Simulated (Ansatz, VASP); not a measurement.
One calculation of W, two programs

```
CELL_PARAMETERS angstrom
-1.57717 1.57717 1.57717
1.57717 -1.57717 1.57717
1.57717 1.57717 -1.57717
ATOMIC_POSITIONS crystal
W 0.00000 0.00000 0.00000
```

Alike in both runs: functional PBEsol; k mesh 18 × 18 × 18; occupations gaussian, width 0.1 eV; no spin polarisation.

Ansatz relaxed the structure, and its values are those at the end. VASP's run is a single point on that final structure, the one shown.

|  | VASP | Ansatz |
| --- | --- | --- |
| version | VASP 6.6.1 | Ansatz 0.2.0 |
| potentials or method | VASP PAW PBE potentials, release 64 (W_sv) | scalar-relativistic, plane waves, PAW |
| plane-wave cutoff (eV) | 520 | 420 |
| valence electrons in the cell | 14 | 14 |

VASP gave:

- gap on the k mesh at the Fermi level (eV): none
- pressure (GPa): 0.6

Problem. Which values does Ansatz return?

Solution. gap on the k mesh at the Fermi level (eV): none; pressure (GPa): 0.0.

A gap of «none» marks a metal or a gap that the smearing closes. The functional is the same, so the differences come from potentials, cutoffs and numerics.

Caveats: the PAW data sets were made with another functional, which shifts forces and pressure a little (VASP). The runs have no spin-orbit coupling, so splittings on W are missing.
